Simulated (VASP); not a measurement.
# AlN (P6_3mc) in VASP: notebook

One crystal, AlN, is run at these levels: PBE+D3(BJ), PBE, LDA; tasks: relaxation of shape and atoms at fixed volume, relaxation of cell and atoms.

All numbers are computed with VASP 6.6.1; they aren't measurements. Logs are shortened: lines on timing, memory, paths and dates and some standing lists are left out, and cuts for length are marked.

## Step 1: The structure

It takes space group P6_3mc (No. 186, hexagonal). The conventional cell has a = 3.113 Å, b = 3.113 Å, c = 4.981 Å, α = 90.00°, β = 90.00°, γ = 120.00°. Al (site symmetry 3m) is surrounded by 4 N at 1.89 Å. N (site symmetry 3m) has 4 Al at 1.89 Å as nearest neighbours.

## Step 2: Relaxation of shape and atoms at fixed volume, PBE+D3(BJ) (a relaxed cell with its volume scaled by 1.06)

INCAR

```
  ALGO = Normal
  EDIFF = 1E-7
  EDIFFG = -0.01
  ENCUT = 600
  GGA = PE
  IBRION = 2
  ISIF = 4
  ISMEAR = 0
  IVDW = 12
  LASPH = T
  LCHARG = F
  LREAL = F
  LWAVE = F
  NELM = 80
  NSW = 40
  PREC = Accurate
  SIGMA = 0.03
```

KPOINTS

```
k-points
0
Gamma
  12 12 6
```

POSCAR

```
AlN                                     
1.0
    3.1681995729      0.0000000000     -0.0000000000
   -1.5840997865      2.7437413144      0.0000000000
    0.0000000000      0.0000000000      5.0733355075
  Al              N             
     2     2
Direct
     0.3333333332999970    0.6666666667000030    0.9990618219442239
     0.6666666667000030    0.3333333332999970    0.4990618219442238
     0.3333333332999970    0.6666666667000030    0.3809381780557788
     0.6666666667000030    0.3333333332999970    0.8809381780557787
```

Potentials or basis: VASP PAW PBE potentials, release 64 (Al, N).

Started as:

```bash
$ cat potpaw_PBE.64/Al/POTCAR potpaw_PBE.64/N/POTCAR > POTCAR
$ mpirun -np 1 vasp_std > vasp.out
```

OUTCAR:

```text
EDIFF = 1E-7
   EDIFFG = -0.01
   ENCUT = 600
   GGA = PE
   IBRION = 2
   ISIF = 4
   ISMEAR = 0
   IVDW = 12
   LASPH = T
   LREAL = F
   NELM = 80
   NSW = 40
   PREC = Accurate
 IVDW          = 12

 ion  position               nearest neighbor table
   1  0.333  0.667  0.999-   4 1.92   4 1.92   4 1.92   3 1.94   2 3.13   2 3.13   2 3.13   2 3.13
                             2 3.13   2 3.13
   2  0.667  0.333  0.499-   3 1.92   3 1.92   3 1.92   4 1.94   1 3.13   1 3.13   1 3.13   1 3.13
                             1 3.13   1 3.13
   3  0.333  0.667  0.381-   2 1.92   2 1.92   2 1.92   1 1.94
   4  0.667  0.333  0.881-   1 1.92   1 1.92   1 1.92   2 1.94

  LATTYP: Found a hexagonal cell.
 ALAT       =     3.1681995729
 C/A-ratio  =     1.6013307845

  Lattice vectors:

 A1 = (   3.1681995729,   0.0000000000,   0.0000000000)
 A2 = (  -1.5840997865,   2.7437413144,   0.0000000000)
 A3 = (   0.0000000000,   0.0000000000,   5.0733355075)

Analysis of symmetry for initial positions (statically):
=====================================================================
 Subroutine PRICEL returns:
 Original cell was already a primitive cell.

 Routine SETGRP: Setting up the symmetry group for a
 hexagonal supercell.

 Subroutine GETGRP returns: Found 12 space group operations
 (whereof  6 operations were pure point group operations)
 out of a pool of 24 trial point group operations.

The static configuration has the point symmetry C_3v.
 The point group associated with its full space group is C_6v.

Analysis of symmetry for dynamics (positions and initial velocities):
=====================================================================
 Subroutine PRICEL returns:
 Original cell was already a primitive cell.

 Routine SETGRP: Setting up the symmetry group for a
 hexagonal supercell.

 Subroutine GETGRP returns: Found 12 space group operations
 (whereof  6 operations were pure point group operations)
 out of a pool of 24 trial point group operations.

The dynamic configuration has the point symmetry C_3v.
 The point group associated with its full space group is C_6v.

 Subroutine INISYM returns: Found 12 space group operations
 (whereof  6 operations are pure point group operations),
 and found     1 'primitive' translations

----------------------------------------------------------------------------------------

                                     Primitive cell

  volume of cell :      44.1011

  direct lattice vectors                    reciprocal lattice vectors
     3.168199573  0.000000000  0.000000000     0.315636682  0.182232923  0.000000000
    -1.584099786  2.743741314  0.000000000     0.000000000  0.364465846  0.000000000
     0.000000000  0.000000000  5.073335508     0.000000000  0.000000000  0.197108983

  length of vectors
     3.168199573  3.168199573  5.073335508     0.364465846  0.364465846  0.197108983

  position of ions in fractional coordinates (direct lattice)
     0.333333333  0.666666667  0.999061822
     0.666666667  0.333333333  0.499061822
     0.333333333  0.666666667  0.380938178
     0.666666667  0.333333333  0.880938178

  ion indices of the primitive-cell ions
   primitive index   ion index
                 1           1
                 2           2
                 3           3
                 4           4

----------------------------------------------------------------------------------------

 KPOINTS: k-points

Automatic generation of k-mesh.
 Grid dimensions read from file:
 generate k-points for:   12   12    6

 Generating k-lattice:

  Cartesian coordinates                     Fractional coordinates (reciprocal lattice)
     0.026303057  0.015186077  0.000000000     0.083333333  0.000000000  0.000000000
     0.000000000  0.030372154  0.000000000     0.000000000  0.083333333  0.000000000
     0.000000000  0.000000000  0.032851497     0.000000000  0.000000000  0.166666667

  Length of vectors
     0.030372154  0.030372154  0.032851497

  Shift w.r.t. Gamma in fractional coordinates (k-lattice)
     0.000000000  0.000000000  0.000000000

 Subroutine IBZKPT returns following result:
 ===========================================

 Found     76 irreducible k-points:

 Following reciprocal coordinates:
            Coordinates               Weight
  0.000000  0.000000  0.000000      1.000000
  0.083333  0.000000  0.000000      6.000000
  0.166667  0.000000  0.000000      6.000000
  0.250000  0.000000  0.000000      6.000000
  0.333333  0.000000  0.000000      6.000000
  0.416667  0.000000  0.000000      6.000000
[... 16 lines left out ...]
  0.250000  0.000000  0.166667     12.000000
  0.333333  0.000000  0.166667     12.000000
 [... further k-points ...]
   k-points           NKPTS =     76   k-points in BZ     NKDIM =     76   number of bands    NBANDS=     12
   number of dos      NEDOS =    301   number of ions     NIONS =      4
   total plane-waves  NPLWV =  32928
   dimension x,y,z NGX =    28 NGY =   28 NGZ =   42
   dimension x,y,z NGXF=    56 NGYF=   56 NGZF=   84
   ions per type =               2   2
   NGX,Y,Z   is equivalent  to a cutoff of  14.69, 14.69, 13.76 a.u.
   NGXF,Y,Z  is equivalent  to a cutoff of  29.39, 29.39, 27.53 a.u.
 SYSTEM =  unknown system
   PREC   = accura    normal or accurate (medium, high low for compatibility)
   ISTART =      0    job   : 0-new  1-cont  2-samecut
   ICHARG =      2    charge: 1-file 2-atom 10-const
   ISPIN  =      1    spin polarized calculation?
   LNONCOLLINEAR =      F non collinear calculations
   LSORBIT =      F    spin-orbit coupling
   LASPH  =      T    aspherical Exc in radial PAW
   ENCUT  =  600.0 eV  44.10 Ry    6.64 a.u.   6.33  6.33 10.13*2*pi/ulx,y,z
   NELM   =     80;   NELMIN=  2; NELMDL= -5     # of ELM steps
   EDIFF  = 0.1E-06   stopping-criterion for ELM
   LREAL  =      F    real-space projection
   EDIFFG = -.1E-01   stopping-criterion for IOM
   NSW    =     40    number of steps for IOM
   IBRION =      2    ionic relax: 0-MD 1-quasi-New 2-CG
   NFREE  =      1    steps in history (QN), initial steepest desc. (CG)
   ISIF   =      4    stress and relaxation
   ISYM   =      2    0-nonsym 1-usesym 2-fastsym
   POTIM  = 0.5000    time-step for ionic-motion
   TEBEG  =    0.0;   TEEND  =   0.0 temperature during run
   PSTRESS=    0.0 pullay stress
   NELECT =      16.0000    total number of electrons
   NUPDOWN=      -1.0000    fix difference up-down
   EMIN   =  10.00;   EMAX   =-10.00  energy-range for DOS
   EFERMI =   0.00;   METHOD = LEGACY
   ISMEAR =     0;   SIGMA  =   0.03  broadening in eV -4-tet -1-fermi 0-gaus
   EFERMI_NEDOS =   21; number of points for ismear=-14 and -15
   IALGO  =     38    algorithm
   IMIX   =      4    mixing-type and parameters
     AMIX     =   0.40;   BMIX     =  1.00
     AMIX_MAG =   1.60;   BMIX_MAG =  1.00
  volume/ion in A,a.u.               =      11.03        74.40
  Fermi-wavevector in a.u.,A,eV,Ry     =   1.167612  2.206466 18.549052  1.363317
  Thomas-Fermi vector in A             =   2.304109
   LORBIT       =      0    0 simple, 1 ext, 2 COOP (PROOUT), +10 PAW based schemes
   GGA     = PE    functional components
   LHFCALC =     F    Hartree Fock is set to
   AEXX    =    0.0000 exact exchange contribution
   IVDW    =    12    specifies the selected vdW correction
   LEPSILON=     F    determine dielectric tensor
   LRPA    =     F    only Hartree local field effects (RPA)
 conjugate gradient relaxation of ions
 non-spin polarized calculation
 Gauss-broadening in eV      SIGMA  =   0.03
  energy-cutoff  :      600.00
  volume of cell :       44.10
 maximum number of plane-waves:      1496
 NGX is ok and might be reduce to    28
   NGX = 13   NGY = 13   NGZ = 21

--------------------------------------- Ionic step        1  -------------------------------------------

 number of electron      15.9999999 magnetization

 Free energy of the ion-electron system (eV)
  ---------------------------------------------------
  ext. energy  EPLUGINS =         0.00000000
  ---------------------------------------------------
  free energy    TOTEN  =       -29.75061667 eV

  energy without entropy =      -29.75061667  energy(sigma->0) =      -29.75061667

------------------------ aborting loop because EDIFF is reached ----------------------------------------

 Edisp (eV)   -1.01552

 E8    (eV) :    -0.3965

  FORCE on cell =-STRESS in cart. coord.  units (eV):
  Direction    XX          YY          ZZ          XY          YZ          ZX
  --------------------------------------------------------------------------------------
  -------------------------------------------------------------------------------------
  Total      -2.97142    -2.97142    -2.76728     0.00000    -0.00000     0.00000
  in kB    -107.95064  -107.95064  -100.53446     0.00000    -0.00000     0.00000
  external pressure =     -105.48 kB  Pullay stress =        0.00 kB
[... 107 lines left out ...]
  energy  without entropy=      -30.7664536687  energy(sigma->0) =      -30.76645367

--------------------------------------- Ionic step        4  -------------------------------------------

 number of electron      15.9999999 magnetization

 Free energy of the ion-electron system (eV)
  ---------------------------------------------------
  ext. energy  EPLUGINS =         0.00000000
  ---------------------------------------------------
  free energy    TOTEN  =       -29.75091520 eV

  energy without entropy =      -29.75091520  energy(sigma->0) =      -29.75091520

 E-fermi :   5.7723     XC(G=0): -10.6765

 val. band max:        5.6175230987   @ k =   0.0000   0.0000   0.0000
 cond. band min:       9.3745863717   @ k =   0.0000   0.0000   0.0000
 fundamental gap:      3.7570632730
 Fermi energy:         5.7722890194

 k-point     1 :       0.0000    0.0000    0.0000
  band No.  band energies     occupation
      1      -9.2261      2.00000
      2      -7.2572      2.00000
      3      -0.1264      2.00000
      4       4.8218      2.00000
      5       4.8218      2.00000
      6       5.4496      2.00000
      7       5.4496      2.00000
      8       5.6175      2.00000
      9       9.3746      0.00000
     10      11.8645      0.00000
     11      15.7933      0.00000
     12      16.4314      0.00000
[... 331 lines left out ...]
 k-point    24 :       0.3333    0.0000    0.1667
  band No.  band energies     occupation
      1      -7.9917      2.00000
      2      -6.8703      2.00000
      3       0.9072      2.00000
      4       1.8156      2.00000
      5       2.4134      2.00000
      6       3.9492      2.00000
      7       4.8639      2.00000
      8       5.0064      2.00000
      9      11.2548      0.00000
     10      12.0983      0.00000
     11      13.7036      0.00000
     12      15.3866      0.00000

 [... further k-points ...]

------------------------ aborting loop because EDIFF is reached ----------------------------------------

 Edisp (eV)   -1.01557

 E8    (eV) :    -0.3965

  FORCE on cell =-STRESS in cart. coord.  units (eV):
  Direction    XX          YY          ZZ          XY          YZ          ZX
  --------------------------------------------------------------------------------------
  -------------------------------------------------------------------------------------
  Total      -2.90219    -2.90219    -2.88019     0.00000     0.00000     0.00000
  in kB    -105.43553  -105.43553  -104.63649     0.00000     0.00000     0.00000
  external pressure =     -105.17 kB  Pullay stress =        0.00 kB
[... 19 lines left out ...]
  FREE ENERGIE OF THE ION-ELECTRON SYSTEM (eV)
  ---------------------------------------------------
  free  energy   TOTEN  =       -30.7664814204 eV

  energy  without entropy=      -30.7664814204  energy(sigma->0) =      -30.76648142

 reached required accuracy - stopping structural energy minimisation
```

It took 84 s on 1 thread of Intel Xeon Platinum 8259CL at 2.50GHz (Skylake/Cascade Lake), shared host; peak memory 0.21 GiB.

Results:

```yaml
Free_energy: -30.7665 eV
Energy_gained_by_relaxing: 0.1 meV/atom
Ionic_steps: 4
Pressure_after_relaxing: -10.5 GPa
Largest_force_after_relaxing: 0.009 eV/Å
Band_gap_on_the_k_mesh: 3.76 eV, direct
Dispersion_energy_per_atom: -0.254 eV
```

Forces in eV/Å, atoms in the order of the input:
```
Al   0.000  0.000 -0.009
Al   0.000  0.000 -0.009
N    0.000  0.000  0.009
N    0.000  0.000  0.009
```

The path:
| step | energy change (eV) | largest force (eV/Å) | pressure (GPa) |
| --- | --- | --- | --- |
| 1 | 0.0000 | 0.0225 | -10.55 |
| 2 | -0.0003 | 0.0205 | -10.53 |
| 3 | -0.0003 | 0.0195 | -10.52 |
| 4 | -0.0003 | 0.0093 | -10.52 |

Final structure:
```yaml
crystal:
  lattice:
    - [3.16451, 0.00000, 0.00000]
    - [-1.58226, 2.74055, 0.00000]
    - [0.00000, 0.00000, 5.08517]
  atoms:
    - { symbol: Al, position: [0.33333, 0.66667, 0.99963] }
    - { symbol: Al, position: [0.66667, 0.33333, 0.49963] }
    - { symbol: N, position: [0.33333, 0.66667, 0.38037] }
    - { symbol: N, position: [0.66667, 0.33333, 0.88037] }
```

Levels at points of the mesh, in eV from the valence-band top:
```
           k point  band 5  band 6  band 7  band 8  band 9  band 10  band 11  band 12
(0.00, 0.00, 0.00)   -0.80   -0.17   -0.17    0.00    3.76     6.25    10.18    10.81
(0.50, 0.00, 0.00)   -3.20   -1.97   -1.68   -0.65    5.67     5.68     7.74     9.91
(0.00, 0.00, 0.50)   -0.49   -0.49   -0.49   -0.49    6.03     6.03     9.89     9.89
(0.50, 0.00, 0.50)   -1.38   -1.38   -1.31   -1.31    5.13     5.13     8.94     8.94
```

## Step 3: Relaxation of cell and atoms, PBE

INCAR

```
PREC     = Accurate       # precision mode
ENCUT    = 600            # plane-wave cutoff, eV
EDIFF    = 1E-6           # SCF threshold, eV
ISMEAR   = 0              # smearing method
SIGMA    = 0.03           # smearing width, eV
LREAL    = F              # projectors in reciprocal space
LASPH    = T              # aspherical terms in the spheres
NELM     = 80             # most SCF steps
ALGO     = Normal         # electronic algorithm
ISIF     = 3              # what is computed and relaxed
LWAVE    = F              # write WAVECAR
LCHARG   = F              # write CHGCAR
GGA      = PE             # functional
IBRION   = 2              # ionic algorithm
NSW      = 90             # ionic steps
EDIFFG   = -0.01          # ionic threshold
```

KPOINTS

```
Automatic mesh
0
Gamma
  12 12 6
```

POSCAR

```
AlN
1.0
    3.1130000000      0.0000000000      0.0000000000
   -1.5565000000      2.6959370820      0.0000000000
    0.0000000000      0.0000000000      4.9810000000
Al N
2 2
Direct
    0.3333333333      0.6666666667      0.0000000000
    0.6666666667      0.3333333333      0.5000000000
    0.3333333333      0.6666666667      0.3800000000
    0.6666666667      0.3333333333      0.8800000000
```

Potentials or basis: VASP PAW PBE potentials, release 64 (Al, N).

Started as:

```bash
$ cat potpaw_PBE.64/Al/POTCAR potpaw_PBE.64/N/POTCAR > POTCAR
$ mpirun -np 1 vasp_std > vasp.out
```

Wall time 49 s (1 thread of Intel Xeon Platinum 8488C (Sapphire Rapids), shared host); peak memory 0.2 GiB.

The run converged. Its results:

```yaml
Free_energy: -29.7826 eV
Relaxed_volume: 10.62 Å³/atom
Relaxed_cell: a = 3.127 Å, b = 3.127 Å, c = 5.018 Å, α = 90.00°, β = 90.00°, γ = 120.00°
Space_group_after_relaxing_to_0.05_Å: P6_3mc (No. 186)
Energy_gained_by_relaxing: 2.1 meV/atom
Ionic_steps: 3
Pressure_after_relaxing: 0.0 GPa
Largest_force_after_relaxing: 0.004 eV/Å
Band_gap_on_the_k_mesh: 4.07 eV, direct
```

Forces on the atoms (eV/Å):
```
Al   0.000  0.000 -0.004
Al   0.000  0.000 -0.004
N    0.000  0.000  0.004
N    0.000  0.000  0.004
```

Stress tensor (GPa, compression positive):
```
 0.07  0.00  0.00
 0.00  0.07  0.00
 0.00  0.00 -0.07
```

Step by step:
```tsv
step	energy change (eV)	largest force (eV/Å)	pressure (GPa)	volume (Å³)
1	0.0000	0.1289	3.35	41.80
2	-0.0017	0.0910	-2.80	43.14
3	-0.0083	0.0042	0.02	42.50
```

Final structure:
```xyz
4
Lattice="3.1273 0.0000 0.0000 -1.5637 2.7084 0.0000 0.0000 0.0000 5.0175" Properties=species:S:1:pos:R:3 pbc="T T T"
Al    0.0000    1.8056    5.0142
Al    1.5637    0.9028    2.5054
N     0.0000    1.8056    1.9100
N     1.5637    0.9028    4.4188
```

Levels at points of the mesh, in eV from the valence-band top:
```tsv
k point	band 6	band 7	band 8	band 9	band 10	band 11
(0.00, 0.00, 0.00)	-0.19	-0.19	0.00	4.07	6.54	10.47
(0.50, 0.00, 0.00)	-2.05	-1.74	-0.68	5.77	5.78	8.05
(0.00, 0.00, 0.50)	-0.52	-0.52	-0.52	6.33	6.33	10.18
(0.50, 0.00, 0.50)	-1.43	-1.34	-1.34	5.25	5.25	9.16
```

A k mesh can miss the band edges. PBE usually gives volumes a little too large and moduli too small.

## Step 4: Relaxation of cell and atoms, PBE

This run uses another cell than the first one, of 10.62 Å³/atom, 1.017 times its volume.

Changes to INCAR since step 3:

```diff
@@ -2,3 +2,3 @@
 ENCUT    = 600            # plane-wave cutoff, eV
-EDIFF    = 1E-6           # SCF threshold, eV
+EDIFF    = 1E-7           # SCF threshold, eV
 ISMEAR   = 0              # smearing method
@@ -15,2 +15,2 @@
 NSW      = 90             # ionic steps
-EDIFFG   = -0.01          # ionic threshold
+EDIFFG   = -0.005         # ionic threshold
```

KPOINTS is that of step 3.

POSCAR

```
AlN                                     
1.0
    3.1273442091      0.0000000000      0.0000000000
   -1.5636721045      2.7083595314      0.0000000000
    0.0000000000      0.0000000000      5.0175425414
  Al              N             
     2     2
Direct
     0.3333333332999970    0.6666666667000030    0.9993379579579507
     0.6666666667000030    0.3333333332999970    0.4993379579579508
     0.3333333332999970    0.6666666667000030    0.3806620420420518
     0.6666666667000030    0.3333333332999970    0.8806620420420519
```

Started as:

```bash
$ cat potpaw_PBE.64/Al/POTCAR potpaw_PBE.64/N/POTCAR > POTCAR
$ mpirun -np 1 vasp_std > vasp.out
```

Wall time 35 s (1 thread of Intel Xeon Platinum 8488C (Sapphire Rapids), shared host); peak memory 0.19 GiB.

The run converged. Its results:

* Free energy: -29.7835 eV
* Energy gained by relaxing: 0.0 meV/atom
* Ionic steps: 2
* Pressure after relaxing: 0.0 GPa
* Largest force after relaxing: 0.005 eV/Å
* Band gap on the k mesh: 4.06 eV, direct

Forces in eV/Å, atoms in the order of the input:
```
Al   0.000  0.000 -0.005
Al   0.000  0.000 -0.005
N    0.000  0.000  0.005
N    0.000  0.000  0.005
```

Final structure:
```xyz
4
Lattice="3.1279 0.0000 0.0000 -1.5639 2.7088 0.0000 0.0000 0.0000 5.0159" Properties=species:S:1:pos:R:3 pbc="T T T"
Al    0.0000    1.8059    5.0124
Al    1.5639    0.9029    2.5044
N     0.0000    1.8059    1.9096
N     1.5639    0.9029    4.4175
```

Levels at points of the mesh, in eV from the valence-band top:
```csv
k point,band 4,band 5,band 6,band 7,band 8,band 9,band 10,band 11,band 12
"(0.00, 0.00, 0.00)",-0.84,-0.84,-0.20,-0.20,0.00,4.06,6.53,10.47,11.05
"(0.50, 0.00, 0.00)",-4.12,-3.30,-2.05,-1.74,-0.68,5.77,5.77,8.04,10.16
"(0.00, 0.00, 0.50)",-3.30,-0.53,-0.53,-0.53,-0.53,6.33,6.33,10.18,10.18
"(0.50, 0.00, 0.50)",-5.53,-1.44,-1.44,-1.35,-1.35,5.25,5.25,9.16,9.16
```

(Part 1 of 2 ends here.)
